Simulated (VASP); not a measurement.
# CdTe (F-43m) in VASP: further runs, part 2 of 3

VASP 6.6.1.

## (3) Single point, PBE, spin-orbit coupling, no magnetisation

The input, INCAR:

```
SYSTEM = CdTe
ALGO = Normal
EDIFF = 1E-7
ENCUT = 400
GGA = PE
GGA_COMPAT = .False.
ISIF = 2
ISMEAR = 0
LASPH = .True.
LCHARG = .False.
LORBIT = 11
LREAL = .False.
LSORBIT = .True.
LWAVE = .False.
MAGMOM = 0 0 0 0 0 0
NBANDS = 34
NELM = 100
PREC = Accurate
SIGMA = 0.02
```

The input, KPOINTS:

```
k-points
0
Gamma
  8 8 8
  0 0 0
```

The input, POSCAR:

```
CdTe
1.0
    0.0000000000      3.2050000000      3.2050000000
    3.2050000000      0.0000000000      3.2050000000
    3.2050000000      3.2050000000      0.0000000000
Te Cd
1 1
Direct
    0.7500000000      0.7500000000      0.7500000000
    0.0000000000      0.0000000000      0.0000000000
```

Potentials or basis: VASP PAW PBE potentials, release 64 (Te, Cd).

On the command line:

```bash
$ cat potpaw_PBE.64/Te/POTCAR potpaw_PBE.64/Cd/POTCAR > POTCAR
$ mpirun -np 1 vasp_ncl > vasp.out
```

OUTCAR:

```text
SYSTEM = CdTe
   EDIFF = 1E-7
   ENCUT = 400
   GGA = PE
   ISIF = 2
   ISMEAR = 0
   LASPH = .True.
   LORBIT = 11
   LREAL = .False.
   LSORBIT = .True.
   NELM = 100
   PREC = Accurate

 Found     43 irreducible k-points:

 Following reciprocal coordinates:
            Coordinates               Weight
  0.000000  0.000000  0.000000      1.000000
  0.125000  0.000000  0.000000      4.000000
 -0.125000  0.000000  0.000000      4.000000
  0.250000  0.000000  0.000000      4.000000
 -0.250000  0.000000  0.000000      4.000000
  0.375000  0.000000  0.000000      4.000000
   k-points           NKPTS =     43   k-points in BZ     NKDIM =     43   number of bands    NBANDS=     34
   number of dos      NEDOS =    301   number of ions     NIONS =      2
   total plane-waves  NPLWV =  27000
   dimension x,y,z NGX =    30 NGY =   30 NGZ =   30
   dimension x,y,z NGXF=    60 NGYF=   60 NGZF=   60
   ions per type =               1   1
   NGX,Y,Z   is equivalent  to a cutoff of  11.00, 11.00, 11.00 a.u.
   NGXF,Y,Z  is equivalent  to a cutoff of  22.01, 22.01, 22.01 a.u.
 SYSTEM =  CdTe
   PREC   = accura    normal or accurate (medium, high low for compatibility)
   ISTART =      0    job   : 0-new  1-cont  2-samecut
   ICHARG =      2    charge: 1-file 2-atom 10-const
   ISPIN  =      1    spin polarized calculation?
   LNONCOLLINEAR =      T non collinear calculations
   LSORBIT =      T    spin-orbit coupling
   LASPH  =      T    aspherical Exc in radial PAW
   ENCUT  =  400.0 eV  29.40 Ry    5.42 a.u.   7.39  7.39  7.39*2*pi/ulx,y,z
   NELM   =    100;   NELMIN=  2; NELMDL= -5     # of ELM steps
   EDIFF  = 0.1E-06   stopping-criterion for ELM
   LREAL  =      F    real-space projection
   EDIFFG = 0.1E-05   stopping-criterion for IOM
   NSW    =      0    number of steps for IOM
   IBRION =     -1    ionic relax: 0-MD 1-quasi-New 2-CG
   NFREE  =      0    steps in history (QN), initial steepest desc. (CG)
   ISIF   =      2    stress and relaxation
   ISYM   =      2    0-nonsym 1-usesym 2-fastsym
   POTIM  = 0.5000    time-step for ionic-motion
   TEBEG  =    0.0;   TEEND  =   0.0 temperature during run
   PSTRESS=    0.0 pullay stress
   NELECT =      18.0000    total number of electrons
   NUPDOWN=      -1.0000    fix difference up-down
   EMIN   =  10.00;   EMAX   =-10.00  energy-range for DOS
   EFERMI =   0.00;   METHOD = LEGACY
   ISMEAR =     0;   SIGMA  =   0.02  broadening in eV -4-tet -1-fermi 0-gaus
   EFERMI_NEDOS =   21; number of points for ismear=-14 and -15
   IALGO  =     38    algorithm
   IMIX   =      4    mixing-type and parameters
     AMIX     =   0.40;   BMIX     =  1.00
     AMIX_MAG =   1.60;   BMIX_MAG =  1.00
  volume/ion in A,a.u.               =      32.92       222.17
  Fermi-wavevector in a.u.,A,eV,Ry     =   1.062497  2.007828 15.359610  1.128899
  Thomas-Fermi vector in A             =   2.197950
   LORBIT       =     11    0 simple, 1 ext, 2 COOP (PROOUT), +10 PAW based schemes
   GGA     = PE    functional components
   LHFCALC =     F    Hartree Fock is set to
   AEXX    =    0.0000 exact exchange contribution
   IVDW    =     0    specifies the selected vdW correction
   LEPSILON=     F    determine dielectric tensor
   LRPA    =     F    only Hartree local field effects (RPA)
 Gauss-broadening in eV      SIGMA  =   0.02
  energy-cutoff  :      400.00
  volume of cell :       65.84
 maximum number of plane-waves:      2486
 NGX is ok and might be reduce to    30
   NGX = 15   NGY = 15   NGZ = 15

 number of electron      18.0000000 magnetization       0.0000000      0.0000000      0.0000000

 number of electron      18.0000011 magnetization      -0.0000000      0.0000000      0.0000000

 number of electron      18.0000011 magnetization       0.0000000     -0.0000000     -0.0000000

[... 17 lines left out ...]

 k-point     1 :       0.0000    0.0000    0.0000
  band No.  band energies     occupation
      1      -8.7075      1.00000
      2      -8.7075      1.00000
      3      -6.0538      1.00000
      4      -6.0538      1.00000
      5      -6.0538      1.00000
      6      -6.0538      1.00000
[... 187 lines left out ...]
     29      11.8994      0.00000
     30      11.8994      0.00000

 [... further k-points ...]

 [bands above 30 left out]

------------------------ aborting loop because EDIFF is reached ----------------------------------------

  FORCE on cell =-STRESS in cart. coord.  units (eV):
  Direction    XX          YY          ZZ          XY          YZ          ZX
  --------------------------------------------------------------------------------------
  -------------------------------------------------------------------------------------
  Total        1.6877413      1.6877413      1.6877413      0.0000000      0.0000000      0.0000000
  in kB       41.0678881     41.0678881     41.0678881      0.0000000      0.0000000      0.0000000
  external PRESSURE =      41.0678881 kB  Pullay stress =       0.0000000 kB

 VOLUME and BASIS-vectors are now :
 -----------------------------------------------------------------------------
  energy-cutoff  :      400.00
  volume of cell :       65.84
      direct lattice vectors                 reciprocal lattice vectors
     0.000000000  3.205000000  3.205000000    -0.156006240  0.156006240  0.156006240
     3.205000000  0.000000000  3.205000000     0.156006240 -0.156006240  0.156006240
     3.205000000  3.205000000  0.000000000     0.156006240  0.156006240 -0.156006240

 POSITION                                       TOTAL-FORCE (eV/Angst)
 -----------------------------------------------------------------------------------
      4.80750      4.80750      4.80750         0.000000     -0.000000     -0.000000
      0.00000      0.00000      0.00000        -0.000000      0.000000      0.000000
 -----------------------------------------------------------------------------------
    total drift:                               -0.000000     -0.000000     -0.000000

  FREE ENERGIE OF THE ION-ELECTRON SYSTEM (eV)
  ---------------------------------------------------
  free  energy   TOTEN  =        -4.8503050322 eV

  energy  without entropy=       -4.8503050322  energy(sigma->0) =       -4.85030503

 Spin-Orbit-Coupling matrix elements

 Ion:    1  E_soc:     -0.1922964
 l=   1
     0.0000000    -0.0319681    -0.0319681
    -0.0319681     0.0000000    -0.0319681
    -0.0319681    -0.0319681     0.0000000
 l=   2
     0.0000000    -0.0000319     0.0000000    -0.0000319    -0.0000494
    -0.0000319     0.0000000    -0.0000371    -0.0000319    -0.0000124
     0.0000000    -0.0000371     0.0000000    -0.0000371     0.0000000
    -0.0000319    -0.0000319    -0.0000371     0.0000000    -0.0000124
    -0.0000494    -0.0000124     0.0000000    -0.0000124     0.0000000
 l=   3
     0.0000000     0.0000000     0.0000000     0.0000000     0.0000000     0.0000000     0.0000000
     0.0000000     0.0000000     0.0000000     0.0000000     0.0000000     0.0000000     0.0000000
     0.0000000     0.0000000     0.0000000     0.0000000     0.0000000     0.0000000     0.0000000
     0.0000000     0.0000000     0.0000000     0.0000000     0.0000000     0.0000000     0.0000000
     0.0000000     0.0000000     0.0000000     0.0000000     0.0000000     0.0000000     0.0000000
     0.0000000     0.0000000     0.0000000     0.0000000     0.0000000     0.0000000     0.0000000
     0.0000000     0.0000000     0.0000000     0.0000000     0.0000000     0.0000000     0.0000000

 Ion:    2  E_soc:     -0.0619603
 l=   1
     0.0000000    -0.0033359    -0.0033359
    -0.0033359     0.0000000    -0.0033359
    -0.0033359    -0.0033359     0.0000000
 l=   2
     0.0000000    -0.0014061     0.0000000    -0.0014061    -0.0055847
    -0.0014061     0.0000000    -0.0041885    -0.0014061    -0.0013962
     0.0000000    -0.0041885     0.0000000    -0.0041885     0.0000000
    -0.0014061    -0.0014061    -0.0041885     0.0000000    -0.0013962
    -0.0055847    -0.0013962     0.0000000    -0.0013962     0.0000000
 l=   3
     0.0000000     0.0000000     0.0000000     0.0000000     0.0000000     0.0000000     0.0000000
     0.0000000     0.0000000     0.0000000     0.0000000     0.0000000     0.0000000     0.0000000
     0.0000000     0.0000000     0.0000000     0.0000000     0.0000000     0.0000000     0.0000000
     0.0000000     0.0000000     0.0000000     0.0000000     0.0000000     0.0000000     0.0000000
     0.0000000     0.0000000     0.0000000     0.0000000     0.0000000     0.0000000     0.0000000
     0.0000000     0.0000000     0.0000000     0.0000000     0.0000000     0.0000000     0.0000000
     0.0000000     0.0000000     0.0000000     0.0000000     0.0000000     0.0000000     0.0000000

 total charge

# of ion       s       p       d       tot
------------------------------------------
    1        1.350   2.078   0.024   3.451
    2        0.478   0.338   9.526  10.342
--------------------------------------------------
tot          1.827   2.416   9.550  13.794

 magnetization (x)

# of ion       s       p       d       tot
------------------------------------------
    1       -0.000   0.000   0.000  -0.000
    2       -0.000  -0.000  -0.000  -0.000
--------------------------------------------------
tot         -0.000  -0.000  -0.000  -0.000

 magnetization (y)

# of ion       s       p       d       tot
------------------------------------------
    1        0.000   0.000   0.000   0.000
    2       -0.000   0.000   0.000  -0.000
--------------------------------------------------
tot         -0.000   0.000   0.000  -0.000

 magnetization (z)

# of ion       s       p       d       tot
------------------------------------------
    1        0.000   0.000   0.000   0.000
    2       -0.000  -0.000   0.000  -0.000
--------------------------------------------------
tot         -0.000  -0.000   0.000  -0.000
```

OSZICAR:

```text
N       E                     dE             d eps       ncg     rms          rms(c)
DAV:   1     0.973958276613E+02    0.97396E+02   -0.68830E+03  2988   0.749E+02
DAV:   2    -0.751007642843E+00   -0.98147E+02   -0.94141E+02  3344   0.221E+02
DAV:   3    -0.503141230011E+01   -0.42804E+01   -0.42574E+01  3506   0.468E+01
DAV:   4    -0.508165918468E+01   -0.50247E-01   -0.50237E-01  3610   0.446E+00
DAV:   5    -0.508220372640E+01   -0.54454E-03   -0.54453E-03  3386   0.458E-01    0.669E+00
DAV:   6    -0.486427084836E+01    0.21793E+00   -0.30733E-01  3264   0.713E+00    0.516E+00
DAV:   7    -0.484910449192E+01    0.15166E-01   -0.12454E-01  3250   0.211E+00    0.249E+00
DAV:   8    -0.485000737211E+01   -0.90288E-03   -0.95241E-03  3188   0.856E-01    0.101E+00
DAV:   9    -0.485005017739E+01   -0.42805E-04   -0.50433E-04  3464   0.211E-01    0.349E-01
DAV:  10    -0.485026303117E+01   -0.21285E-03   -0.49339E-04  3202   0.175E-01    0.621E-02
DAV:  11    -0.485028359820E+01   -0.20567E-04   -0.30790E-05  3442   0.601E-02    0.234E-02
DAV:  12    -0.485030290807E+01   -0.19310E-04   -0.22427E-05  3038   0.249E-02    0.131E-02
DAV:  13    -0.485030470933E+01   -0.18013E-05   -0.95122E-07  3648   0.704E-03    0.605E-03
DAV:  14    -0.485030527315E+01   -0.56382E-06   -0.50448E-07  3070   0.351E-03    0.432E-03
DAV:  15    -0.485030497520E+01    0.29795E-06   -0.22859E-07  2954   0.278E-03    0.186E-03
DAV:  16    -0.485030503221E+01   -0.57007E-07   -0.18212E-08  2060   0.724E-04
   1 F= -.48503050E+01 E0= -.48503050E+01  d E =-.104588E-16  mag=     0.0000     0.0000     0.0000
```

stdout:

```text
POSCAR found type information on POSCAR TeCd
 POSCAR found :  2 types and       2 ions
 scaLAPACK will be used
 LDA part: xc-table for (Slater+PW92), standard interpolation
 POSCAR, INCAR and KPOINTS ok, starting setup
 FFT: planning ... GRIDC
 FFT: planning ... GRID_SOFT
 FFT: planning ... GRID
 WAVECAR not read
 entering main loop
```

It took 4.3 min on 1 thread of AMD EPYC 7R43 (Zen 3), shared host; peak memory 0.3 GiB.

The run converged, but some of its settings lie outside the range that counts as converged, so its numbers aren't taken as properties of the crystal.

What came out:

| Property | Result |
| --- | --- |
| Free energy | -4.8503 eV |
| Pressure | 4.1 GPa |
| Valence electrons inside the program's atomic spheres | Te 3.45; Cd 10.34 |

## (4) Single point, PBE, spin-orbit coupling, no magnetisation

INCAR, as its differences from that of step 3:

```diff
@@ -3,3 +3,3 @@
 EDIFF = 1E-7
-ENCUT = 400
+ENCUT = 520
 GGA = PE
```

KPOINTS is that of step 3.

POSCAR is that of step 3.

On the command line:

```bash
$ cat potpaw_PBE.64/Te/POTCAR potpaw_PBE.64/Cd/POTCAR > POTCAR
$ mpirun -np 1 vasp_ncl > vasp.out
```

Wall time 7.7 min (1 thread of AMD EPYC 7R43 (Zen 3), shared host); peak memory 0.41 GiB.

These settings aren't checked as converged: the numbers below hold their error.

Results:

| Item | Value |
| --- | --- |
| Free energy | -4.8525 eV |
| Pressure | 4.4 GPa |
| Valence electrons inside the program's atomic spheres | Te 3.45; Cd 10.35 |

[end of part 2 of 3]
